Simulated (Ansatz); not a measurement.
**Ga: a relaxation**

Aim: relax the cell and atoms of Ga.

Computed with Ansatz 0.2.0 (DFT PBE, scalar-relativistic, plane waves, PAW, unless a step's input says otherwise).

## 1. The starting structure

The structure is monoclinic, space group P2_1/m (No. 11). The conventional cell has a = 2.778 Å, b = 3.282 Å, c = 4.210 Å, α = 90.00°, β = 108.61°, γ = 90.00°. Ga (site symmetry m) has 8 Ga at 2.71 to 2.84 Å as nearest neighbours.

As a file:

```
Ga
1.0
     2.77842    0.00000    0.00000
     0.00000    3.28161    0.00000
    -1.34343    0.00000    3.99027
Ga
2
Cartesian
  2.0957 0.8204 0.9171
  -0.6607 2.4612 3.0732
```

The structure comes from the Materials Project (structure only).

(A quick probe on a coarse mesh, which set the mesh and smearing, is not shown.)

## 3. The relaxation

Contents of input.yaml:

```yaml
crystal:
  lattice:
    - [2.7784220849, 0.0, 0.0]
    - [0.0, 3.28160879, 0.0]
    - [-1.3434310986, 0.0, 3.9902731763]
  atoms:
    - { symbol: Ga, position: [0.86540373, 0.25, 0.22983317] }
    - { symbol: Ga, position: [0.13459627, 0.75, 0.77016683] }
basis:
  ecutwfc: 420
kpoints:
  mp_grid: { grid: [16, 12, 10] }
hamiltonian:
  xc: pbe
scf:
  occupations: { method: gaussian, width: 0.1 }
output:
  forces: true
  stress: true
  eigenvalues: true
relax:
  adjacent_minimum: "off"
  f_tol: 0.005
  max_steps: 80
  cell: { stress_tol: 0.05 }
```

**Question.** What will these runs give? Wanted: relaxed cell; volume; gap on the mesh.

As calculated:

```
            quantity                                                                       value
        relaxed cell  a = 2.784 Å, b = 3.392 Å, c = 4.284 Å, α = 90.00°, β = 108.70°, γ = 90.00°
space group (0.01 Å)                                                             P2_1/m (No. 11)
              volume                                                               19.16 Å³/atom
     gap on the mesh                                                                none (metal)
```

The relaxed volume is 5.3 % larger than at the start. The shape changed too: the edges of the input's cell moved by +0.2, +3.4, +1.7 %.
